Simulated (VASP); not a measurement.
# ZnO (zincite): input slips in a phonon run and what they do, part 2 of 3

Some phonon runs on ZnO (zincite) get a fault in the input on purpose. Which of them show, and how? The starting structure is a measured crystal structure from the Crystallography Open Database.

VASP 6.6.1.

**2. Reference modes (continued)**

Level of this step: LDA; plane waves and PAW (Zn, O) (VASP).

From OUTCAR (step 2):

```text
ion  position               nearest neighbor table
   1  0.667  0.333  0.000-   3 1.95   3 1.95   3 1.95   4 1.96
   2  0.333  0.667  0.500-   4 1.95   4 1.95   4 1.95   3 1.96
   3  0.333  0.667  0.879-   1 1.95   1 1.95   1 1.95   2 1.96
   4  0.667  0.333  0.379-   2 1.95   2 1.95   2 1.95   1 1.96

  LATTYP: Found a hexagonal cell.
 ALAT       =     3.1956798486
 C/A-ratio  =     1.6164651205

 Subroutine GETGRP returns: Found 12 space group operations
 (whereof  6 operations were pure point group operations)

The static configuration has the point symmetry C_3v.
 The point group associated with its full space group is C_6v.

 Found     76 irreducible k-points:

   k-points           NKPTS =     76   k-points in BZ     NKDIM =     76   number of bands    NBANDS=     24

   dimension x,y,z NGX =    24 NGY =   24 NGZ =   40
   dimension x,y,z NGXF=    48 NGYF=   48 NGZF=   80

   ENCUT  =  520.0 eV  38.22 Ry    6.18 a.u.   5.94  5.94  9.60*2*pi/ulx,y,z

   NELECT =      36.0000    total number of electrons

 k-points in reciprocal lattice and weights: Automatic mesh
   0.00000000  0.00000000  0.00000000       0.001
   0.08333333  0.00000000  0.00000000       0.007
   0.16666667  0.00000000  0.00000000       0.007
   0.25000000  0.00000000  0.00000000       0.007
   0.33333333  0.00000000  0.00000000       0.007
   0.41666667  0.00000000  0.00000000       0.007
   0.50000000  0.00000000  0.00000000       0.003
   0.08333333  0.08333333  0.00000000       0.007
   0.16666667  0.08333333  0.00000000       0.014
[...]
0.33333333  0.25000000  0.50000000       0.014
   0.33333333  0.33333333  0.50000000       0.002

 average (electrostatic) potential at core
       1 -36.7450       2 -36.7450       3 -74.0837       4 -74.0837

  Total        0.0063834      0.0063834      0.0054263      0.0000000     -0.0000000     -0.0000000
  in kB        0.2238607      0.2238607      0.1902946      0.0000000     -0.0000000     -0.0000000
  external PRESSURE =       0.2126720 kB  Pullay stress =       0.0000000 kB

  energy-cutoff  :      520.00
  volume of cell :       45.69
      direct lattice vectors                 reciprocal lattice vectors
     3.195679849  0.000000000  0.000000000     0.312922460  0.180665867  0.000000000
    -1.597839924  2.767539931  0.000000000     0.000000000  0.361331733  0.000000000
     0.000000000  0.000000000  5.165705012     0.000000000  0.000000000  0.193584418

 POSITION                                       TOTAL-FORCE (eV/Angst)
 -----------------------------------------------------------------------------------
      1.59784      0.92251      0.00139        -0.000000     -0.000000      0.001167
     -0.00000      1.84503      2.58424        -0.000000      0.000000      0.001167
     -0.00000      1.84503      4.53932         0.000000      0.000000     -0.001167
      1.59784      0.92251      1.95646        -0.000000     -0.000000     -0.001167
 -----------------------------------------------------------------------------------
    total drift:                                0.000001      0.000001     -0.000399

 MACROSCOPIC STATIC DIELECTRIC TENSOR (including local field effects in DFT)
 ------------------------------------------------------
           4.994579     0.000000     0.000000
           0.000000     4.994579     0.000000
           0.000000     0.000000     5.021242
 ------------------------------------------------------

 PIEZOELECTRIC TENSOR (including local field effects)  for field in x, y, z        (C/m^2)
          XX          YY          ZZ          XY          YZ          ZX
  --------------------------------------------------------------------------------
  x     0.00000     0.00000    -0.00000    -0.00000     0.00000     0.40393
  y     0.00000     0.00000     0.00000     0.00000     0.40393     0.00000
  z     0.37565     0.37565    -0.76555     0.00000     0.00000     0.00000

 BORN EFFECTIVE CHARGES (including local field effects) (in |e|, cummulative output)
 ---------------------------------------------------------------------------------
 ion    1
    1     2.07438     0.00000     0.00000
    2     0.00000     2.07438     0.00000
    3     0.00000     0.00000     2.13075
 ion    2
    1     2.07438     0.00000    -0.00000
    2     0.00000     2.07438     0.00000
    3     0.00000    -0.00000     2.13075
 ion    3
    1    -2.07438     0.00000     0.00000
    2     0.00000    -2.07438    -0.00000
    3     0.00000     0.00000    -2.13075
 ion    4
    1    -2.07438    -0.00000     0.00000
    2    -0.00000    -2.07438     0.00000
    3    -0.00000    -0.00000    -2.13075

 Eigenvectors and eigenvalues of the dynamical matrix
 ----------------------------------------------------

   1 f  =   16.634829 THz   104.519716 2PiTHz  554.878185 cm-1    68.796096 meV
             X         Y         Z           dx          dy          dz
      1.597840  0.922513  0.001389    -0.000000   -0.000000   -0.097068
     -0.000000  1.845027  2.584242     0.000000    0.000000    0.097068
     -0.000000  1.845027  4.539317     0.000000    0.000000   -0.700413
      1.597840  0.922513  1.956465    -0.000000   -0.000000    0.700413

   2 f  =   13.388216 THz    84.120640 2PiTHz  446.582803 cm-1    55.369186 meV
             X         Y         Z           dx          dy          dz
      1.597840  0.922513  0.001389     0.272804   -0.000002   -0.000000
     -0.000000  1.845027  2.584242    -0.272804    0.000002   -0.000000
     -0.000000  1.845027  4.539317    -0.652364    0.000004    0.000000
      1.597840  0.922513  1.956465     0.652364   -0.000004    0.000000

   3 f  =   13.388216 THz    84.120640 2PiTHz  446.582803 cm-1    55.369186 meV
             X         Y         Z           dx          dy          dz
      1.597840  0.922513  0.001389     0.000002    0.272804   -0.000000
     -0.000000  1.845027  2.584242    -0.000002   -0.272804   -0.000000
     -0.000000  1.845027  4.539317    -0.000004   -0.652364    0.000000
      1.597840  0.922513  1.956465     0.000004    0.652364    0.000000

   4 f  =   12.403320 THz    77.932360 2PiTHz  413.730233 cm-1    51.295988 meV
             X         Y         Z           dx          dy          dz
      1.597840  0.922513  0.001389     0.314173    0.000000    0.000000
     -0.000000  1.845027  2.584242     0.314173    0.000000    0.000000
     -0.000000  1.845027  4.539317    -0.633479   -0.000000   -0.000000
      1.597840  0.922513  1.956465    -0.633479   -0.000000   -0.000000

   5 f  =   12.403320 THz    77.932360 2PiTHz  413.730233 cm-1    51.295988 meV
             X         Y         Z           dx          dy          dz
      1.597840  0.922513  0.001389     0.000000   -0.314173   -0.000000
     -0.000000  1.845027  2.584242     0.000000   -0.314173   -0.000000
     -0.000000  1.845027  4.539317    -0.000000    0.633479    0.000000
      1.597840  0.922513  1.956465    -0.000000    0.633479    0.000000

   6 f  =   11.840756 THz    74.397667 2PiTHz  394.965119 cm-1    48.969412 meV
             X         Y         Z           dx          dy          dz
      1.597840  0.922513  0.001389    -0.000000   -0.000000    0.313235
     -0.000000  1.845027  2.584242    -0.000000   -0.000000    0.313235
     -0.000000  1.845027  4.539317     0.000000    0.000000   -0.633943
      1.597840  0.922513  1.956465     0.000000    0.000000   -0.633943

   7 f  =    7.839198 THz    49.255134 2PiTHz  261.487502 cm-1    32.420304 meV
             X         Y         Z           dx          dy          dz
      1.597840  0.922513  0.001389    -0.000000   -0.000000   -0.700413
     -0.000000  1.845027  2.584242     0.000000   -0.000000    0.700413
     -0.000000  1.845027  4.539317     0.000000    0.000000    0.097068
      1.597840  0.922513  1.956465    -0.000000    0.000000   -0.097068

   8 f  =    2.758171 THz    17.330102 2PiTHz   92.002696 cm-1    11.406875 meV
             X         Y         Z           dx          dy          dz
      1.597840  0.922513  0.001389     0.652364   -0.000087    0.000000
     -0.000000  1.845027  2.584242    -0.652364    0.000087    0.000000
     -0.000000  1.845027  4.539317     0.272804   -0.000037    0.000000
      1.597840  0.922513  1.956465    -0.272804    0.000037    0.000000

   9 f  =    2.758171 THz    17.330102 2PiTHz   92.002696 cm-1    11.406875 meV
             X         Y         Z           dx          dy          dz
      1.597840  0.922513  0.001389    -0.000087   -0.652364   -0.000000
     -0.000000  1.845027  2.584242     0.000087    0.652364   -0.000000
     -0.000000  1.845027  4.539317    -0.000037   -0.272804   -0.000000
      1.597840  0.922513  1.956465     0.000037    0.272804   -0.000000

  10 f/i=    0.005243 THz     0.032940 2PiTHz    0.174875 cm-1     0.021682 meV
             X         Y         Z           dx          dy          dz
      1.597840  0.922513  0.001389     0.000000    0.000000   -0.633943
     -0.000000  1.845027  2.584242     0.000000    0.000000   -0.633943
     -0.000000  1.845027  4.539317     0.000000    0.000000   -0.313235
      1.597840  0.922513  1.956465     0.000000    0.000000   -0.313235

  11 f/i=    0.012857 THz     0.080784 2PiTHz    0.428870 cm-1     0.053173 meV
             X         Y         Z           dx          dy          dz
      1.597840  0.922513  0.001389     0.629433   -0.071478    0.000000
     -0.000000  1.845027  2.584242     0.629433   -0.071478    0.000000
     -0.000000  1.845027  4.539317     0.312166   -0.035450    0.000000
      1.597840  0.922513  1.956465     0.312166   -0.035450    0.000000

  12 f/i=    0.012857 THz     0.080784 2PiTHz    0.428870 cm-1     0.053173 meV
             X         Y         Z           dx          dy          dz
      1.597840  0.922513  0.001389    -0.071478   -0.629433   -0.000000
     -0.000000  1.845027  2.584242    -0.071478   -0.629433   -0.000000
     -0.000000  1.845027  4.539317    -0.035450   -0.312166   -0.000000
      1.597840  0.922513  1.956465    -0.035450   -0.312166   -0.000000

 MACROSCOPIC STATIC DIELECTRIC TENSOR IONIC CONTRIBUTION
 ------------------------------------------------------
           4.205930    -0.000000    -0.000000
          -0.000000     4.205930    -0.000000
          -0.000000    -0.000000     4.880340
 ------------------------------------------------------

 ELASTIC MODULI CONTR FROM IONIC RELAXATION (kBar)
 Direction    XX          YY          ZZ          XY          YZ          ZX
 --------------------------------------------------------------------------------
 XX        -814.0717    314.4480    488.7038      0.0000      0.0000      0.0000
 YY         314.4480   -814.0717    488.7038     -0.0000     -0.0000     -0.0000
 ZZ         488.7038    488.7038   -956.0453     -0.0000     -0.0000     -0.0000
 XY           0.0000     -0.0000     -0.0000   -564.2598      0.0000      0.0000
 YZ           0.0000      0.0000     -0.0000      0.0000   -215.4633      0.0000
 ZX           0.0000     -0.0000     -0.0000      0.0000      0.0000   -213.5776
 --------------------------------------------------------------------------------

 PIEZOELECTRIC TENSOR IONIC CONTR  for field in x, y, z        (C/m^2)
          XX          YY          ZZ          XY          YZ          ZX
  --------------------------------------------------------------------------------
  x     0.00000    -0.00000    -0.00000    -0.00000     0.00000    -0.89183
  y    -0.00000    -0.00000    -0.00000     0.00000    -0.89576     0.00000
  z    -1.03897    -1.03897     2.03253     0.00000     0.00000     0.00000
```

Energies printed during the response cycles are not total energies of the cell.

Reference: the zone-centre modes are B1 (2) 554.9, E2 (2) 446.6, E1 413.7, A1 395.0, B1 (1) 261.5, E2 (1) 92.0 cm⁻¹.

**3. Modes with finite displacements, else as the reference**

Against step 2 the input has IBRION = 6, NFREE = 2, POTIM = 0.015, no LEPSILON and no LPEAD (also changed: NSW).

Contents of INCAR:

```
SYSTEM = ZnO
PREC = Accurate
ENCUT = 520
EDIFF = 1E-08
NELM = 100
ISMEAR = 0
SIGMA = 0.03
LREAL = .FALSE.
ALGO = Normal
GGA = CA
NBANDS = 24
LORBIT = 11
LWAVE = .FALSE.
LCHARG = .FALSE.
KPAR = 8
IBRION = 6
NFREE = 2
POTIM = 0.015
NSW = 1
ISIF = 2
```

Contents of POSCAR:

```
ZnO
1.0
    3.1956798486      0.0000000000      0.0000000000
   -1.5978399243      2.7675399312      0.0000000000
    0.0000000000      0.0000000000      5.1657050116
Zn O
2 2
Direct
    0.6666666667      0.3333333333      0.0002688976
    0.3333333333      0.6666666667      0.5002688976
    0.3333333333      0.6666666667      0.8787411024
    0.6666666667      0.3333333333      0.3787411024
```

Contents of KPOINTS:

```
Automatic mesh
0
Gamma
12 12 6
0 0 0
```

Potentials, in the order of the species: Zn and O (LDA family, release 64).

Command:

```console
$ mpirun -np 8 vasp_std
```

What it wrote:

```text
[banner, memory and clock lines left out]
running    8 mpi-ranks, on    1 nodes
[...]
[... a notice as in an earlier step ...]

 LDA part: xc-table for (Slater(with rela. corr.)+CA(PZ))
 , standard interpolation
 POSCAR, INCAR and KPOINTS ok, starting setup
[...]
entering main loop
       N       E                     dE             d eps       ncg     rms          rms(c)
[... 18 cycles as in an earlier step ...]
   1 F= -.21158688E+02 E0= -.21158688E+02  d E =-.113949E-14
[... from here on, the cycles between the ionic steps are left out ...]
   2 F= -.21157738E+02 E0= -.21157738E+02  d E =-.187717E-14
   3 F= -.21157738E+02 E0= -.21157738E+02  d E =-.188206E-14
   4 F= -.21157285E+02 E0= -.21157285E+02  d E =-.158288E-15
   5 F= -.21157300E+02 E0= -.21157300E+02  d E =-.162038E-13
   6 F= -.21157672E+02 E0= -.21157672E+02  d E =-.194645E-14
   7 F= -.21157672E+02 E0= -.21157672E+02  d E =-.194327E-14
   8 F= -.21157280E+02 E0= -.21157280E+02  d E =-.909561E-14
   9 F= -.21157266E+02 E0= -.21157266E+02  d E =-.821472E-16
 Finite differences progress:
  Degree of freedom:   4/  4
  Displacement:        2/  2
  Total:               8/  8
```

The job ended after 1.9 min (8 MPI ranks of AMD EPYC 9R14 (Zen 4), shared host; peak memory 5.7 GiB; 15 min of CPU time).

Parts of OUTCAR (step 3):

```text
  Total       -0.0707785     -0.0707785      0.1633257     -0.0000000      0.0000000      0.0000000
  in kB       -2.4821331     -2.4821331      5.7276756     -0.0000000      0.0000000      0.0000000
  external PRESSURE =       0.2544698 kB  Pullay stress =       0.0000000 kB

 POSITION                                       TOTAL-FORCE (eV/Angst)
 -----------------------------------------------------------------------------------
      1.59784      0.92251      0.00139        -0.000000     -0.000000     -0.025958
     -0.00000      1.84503      2.58424        -0.000000      0.000000     -0.088536
     -0.00000      1.84503      4.52432         0.000000      0.000000      0.194715
      1.59784      0.92251      1.95646         0.000000      0.000000     -0.080221
 -----------------------------------------------------------------------------------
    total drift:                                0.000000      0.000001     -0.000310

  FREE ENERGIE OF THE ION-ELECTRON SYSTEM (eV)
  ---------------------------------------------------
  free  energy   TOTEN  =       -21.1572662569 eV

  energy  without entropy=      -21.1572662569  energy(sigma->0) =      -21.15726626

[... 2 parts as in an earlier step ...]

[... 1 further part left out ...]
[key lines of the parts left out:]
E-fermi :   1.4260
```

The last energy, forces and stress in OUTCAR belong to the last displaced cell, not to that of POSCAR.

With finite displacements, else as the reference the modes are at the top B1 (2) 555.4, E2 (2) 446.6 cm⁻¹, at the bottom B1 (1) 262.1, E2 (1) 90.9 cm⁻¹, with 2 more of the listed ones between; the largest shift is -1.1 cm⁻¹, in E2 (1), from the reference.

**4. Modes with a cutoff far too low**

A slip made on purpose: a cutoff far too low. Against step 2 the input has ENCUT = 220 (also changed: NELM).

Contents of INCAR:

```
SYSTEM = ZnO
PREC = Accurate
ENCUT = 220
EDIFF = 1E-08
NELM = 60
ISMEAR = 0
SIGMA = 0.03
LREAL = .FALSE.
ALGO = Normal
GGA = CA
NBANDS = 24
LORBIT = 11
LWAVE = .FALSE.
LCHARG = .FALSE.
KPAR = 8
IBRION = 8
LEPSILON = .TRUE.
LPEAD = .TRUE.
ISIF = 2
```

POSCAR is that of step 3.

KPOINTS is that of step 3.

Command:

```console
$ mpirun -np 8 vasp_std
```

What it wrote:

```text
[... set-up lines as in an earlier step ...]
 entering main loop
       N       E                     dE             d eps       ncg     rms          rms(c)
DAV:   1     0.160036623601E+03    0.16004E+03   -0.11398E+04  3720   0.111E+03
DAV:   2    -0.128727506836E+02   -0.17291E+03   -0.16730E+03  4136   0.274E+02
DAV:   3    -0.226126423034E+02   -0.97399E+01   -0.97130E+01  4048   0.730E+01
DAV:   4    -0.226598950129E+02   -0.47253E-01   -0.47248E-01  4312   0.536E+00
[...]
DAV:  17    -0.210752054107E+02    0.35659E-07   -0.68662E-09  1992   0.661E-04    0.147E-04
DAV:  18    -0.210752053951E+02    0.15554E-07   -0.13279E-09  1960   0.796E-04    0.411E-05
DAV:  19    -0.210752053906E+02    0.45420E-08   -0.12326E-09  1920   0.243E-04
   1 F= -.21075205E+02 E0= -.21075205E+02  d E =-.140640E-11
 Linear response reoptimize wavefunctions to high precision
DAV:   1    -0.210752053870E+02    0.36089E-08   -0.83850E-11  1952   0.645E-05
DAV:   2    -0.210752053869E+02    0.27285E-10   -0.13100E-11  1896   0.216E-05
 Linear response to external field (no local field effect), progress :
[...]
RMM:  12    -0.341735961331E+00   -0.59443E-07    0.48642E-09 17903   0.853E-06    0.955E-08
 first order change of Fermi-energy   0.10783E-04
 force on displaced ion       3 direction 1 :  -7.307   0.000   0.000
 Born effective charge ion    3 direction 1 :  -2.154   0.000   0.000
 Linear response progress:
  Degree of freedom:   4/  4
       N       E                     dE             d eps       ncg     rms          rms(c)
RMM:   1    -0.360567865194E+00   -0.36057E+00    0.63723E-01 10502   0.334E+00
RMM:   2    -0.360105738505E+00    0.46213E-03   -0.93847E-03  7059   0.747E-01    0.436E-01
RMM:   3    -0.359761620300E+00    0.34412E-03   -0.68765E-04  7904   0.176E-01    0.230E-01
RMM:   4    -0.360732847807E+00   -0.97123E-03   -0.32782E-04  7625   0.118E-01    0.278E-02
[...]
RMM:  12    -0.361176808387E+00   -0.17246E-07    0.35124E-10  7202   0.115E-05    0.666E-07
RMM:  13    -0.361176821916E+00   -0.13529E-07    0.23190E-09  4398   0.857E-06    0.256E-07
RMM:  14    -0.361176810480E+00    0.11436E-07    0.17275E-09  3627   0.852E-06    0.608E-08
 first order change of Fermi-energy  -0.30116E+00
 force on displaced ion       3 direction 3 :  -0.000  -0.000  -9.256
 Born effective charge ion    3 direction 3 :   0.000  -0.000  -2.207
 Born effective charges drift removed
 Linear response finished
```

Wall time 63 s (8 MPI ranks); peak memory 3.3 GiB; 8.2 min of CPU time.

OUTCAR, selected parts (step 4):

```text
  Total      -38.0543154    -38.0543154    -38.0282468      0.0000000      0.0000000      0.0000000
  in kB    -1334.5281332  -1334.5281332  -1333.6139315      0.0000000      0.0000000      0.0000000
  external PRESSURE =   -1334.2233993 kB  Pullay stress =       0.0000000 kB

 POSITION                                       TOTAL-FORCE (eV/Angst)
 -----------------------------------------------------------------------------------
      1.59784      0.92251      0.00139         0.000000     -0.000000     -0.023471
     -0.00000      1.84503      2.58424        -0.000000     -0.000000     -0.023471
     -0.00000      1.84503      4.53932        -0.000000      0.000000      0.023471
      1.59784      0.92251      1.95646         0.000000     -0.000000      0.023471
 -----------------------------------------------------------------------------------
    total drift:                               -0.000009     -0.000015     -0.000083

 MACROSCOPIC STATIC DIELECTRIC TENSOR (including local field effects in DFT)
 ------------------------------------------------------
           5.676769    -0.000000    -0.000000
           0.000000     5.676769     0.000000
           0.000000     0.000000     5.642942
 ------------------------------------------------------

 MACROSCOPIC STATIC DIELECTRIC TENSOR IONIC CONTRIBUTION
 ------------------------------------------------------
           5.490165    -0.000000    -0.000000
          -0.000000     5.490165     0.000000
          -0.000000     0.000000     6.292890
 ------------------------------------------------------

[... 1 part as in an earlier step ...]

[... 1 further part left out ...]
```

With a cutoff far too low the modes are at the top B1 (2) 466.8, E2 (2) 397.8 cm⁻¹, at the bottom B1 (1) 256.4, E2 (1) 86.6 cm⁻¹, with 2 more of the listed ones between; the largest shift is -88.1 cm⁻¹, in B1 (2), from the reference.

(Part 2 of 3 ends here.)

[Lines on the potential files, build, host, timing and source positions are cut from VASP's logs without a mark.]

[Logs are printed without paths, hosts, clocks, repeated set-up lines and the standing remarks that a program may print on its own settings, such as how far it seeks lower states.]

[Hosts, paths, dates, database ids (printed as entryN), source tags and the programs' standing remarks are cut or masked in the printed files.]
